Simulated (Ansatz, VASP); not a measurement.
Cu in VASP and in Ansatz

Contents of INCAR:

```
  PREC = Accurate
  ENCUT = 520
  EDIFF = 1E-7
  ISMEAR = -1
  SIGMA = 0.1
  LREAL = F
  LASPH = T
  NELM = 80
  ALGO = Normal
  ISIF = 2
  LWAVE = F
  LCHARG = F
  GGA = PE
  NBANDS = 18
```

KPOINTS

```
Automatic mesh
0
Gamma
  16 16 9
```

POSCAR

```
Cu
1.0
    2.5999210545      0.0000000000      0.0000000000
   -1.2999605273      2.2515976810      0.0000000000
    0.0000000000      0.0000000000      4.2571252685
Cu
2
Direct
    0.3333333333      0.6666666667      0.2500000000
    0.6666666667      0.3333333333      0.7500000000
```

Input for Ansatz:

```yaml
crystal:
  lattice:
    - [2.5999210545, 0.0, 0.0]
    - [-1.2999605273, 2.251597681, 0.0]
    - [0.0, 0.0, 4.2571252685]
  atoms:
    - { symbol: Cu, position: [0.3333333333, 0.6666666667, 0.25] }
    - { symbol: Cu, position: [0.6666666667, 0.3333333333, 0.75] }
hamiltonian:
  xc: pbe
  pseudopotentials:
    kind: paw
    azcp:
      Cu: "pseudopotentials/Cu.paw.azcp"
basis:
  ecutwfc: 420
  fft_grid_basis: typed
kpoints:
  mp_grid: { grid: [16, 16, 9], shift: [0, 0, 0] }
magnetization:
  spin_polarized: false
scf:
  occupations: { method: fermi_dirac, width: 0.1 }
  lower_state_search: "off"
output:
  stress: true
```

Alike in both runs: task single point; functional PBE; k mesh 16 × 16 × 9; occupations fermi-dirac, width 0.1 eV; no spin polarisation.

|  | VASP | Ansatz |
| --- | --- | --- |
| version | VASP 6.6.1 | Ansatz 0.2.0 |
| potentials or method | VASP PAW PBE potentials, release 64 (Cu) | plane waves (420 eV) with PAW, scalar-relativistic |
| plane-wave cutoff (eV) | 520 | 420 |
| valence electrons in the cell | 22 | 38 |

```csv
,VASP,Ansatz,Ansatz less VASP
pressure (GPa),-4.5,-5.0,-0.54
largest component of the traceless stress (GPa),0.09,0.07,-0.021
```

The two sets of potentials don't hold the same shells in valence.
